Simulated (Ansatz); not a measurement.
**GaSb under changes of volume**

One of the cells (28.625 Å³/atom); the others are scaled copies at fixed shape and fractional positions:

```
Sb Ga
1.0
     0.00000    3.05900    3.05900
     3.05900    0.00000    3.05900
     3.05900    3.05900    0.00000
Sb Ga
1 1
Cartesian
  4.5885 4.5885 4.5885
  0.0000 0.0000 0.0000
```

- Program: Ansatz 0.2.0
- Functional: PBE
- Potentials or basis: Ansatz PAW
- Cutoff: 420 eV (not typed: the program's choice for these potentials)
- k mesh: 8 × 8 × 8
- Occupations: fermi-dirac, width 0.05 eV
- Spin: no spin polarisation

| volume (Å³/atom) | energy over the lowest point (meV/atom) | pressure (GPa) | gap on the mesh (eV) |
| --- | --- | --- | --- |
| 26.907 | ? | ? | ? |
| 27.480 | 34.39 | 4.8 | 0.33 |
| 28.052 | 19.70 | 3.5 | 0.18 |
| 28.625 | 9.39 | 2.3 | none |
| 29.197 | 2.93 | 1.3 | none |
| 29.770 | 0.00 | 0.4 | none |
| 30.342 | 0.29 | -0.5 | none |

**Question.** What does the run at 26.907 Å³/atom give?

**Answer.** Energy over the lowest point 54.07 meV/atom; pressure 6.3 GPa; gap on the mesh 0.48 eV.

Worked out: A Birch-Murnaghan fit of order 3 (a polynomial in V^(-2/3)) to the other rows has its minimum at 30.00 Å³/atom with B0 = V·E''(V) = 45 GPa and B' = 4.3. It gives 53.87 meV/atom at 26.907 Å³/atom, against the run's 54.07, and -dE/dV = 6.2 GPa, against 6.3.

Energies are extrapolated to zero smearing.

Caveats: spin-orbit coupling is left out, which moves the levels of the heavy elements (some runs).

A mesh can miss the band edges.

A gap of «none» marks a metal or a gap under the smearing width.
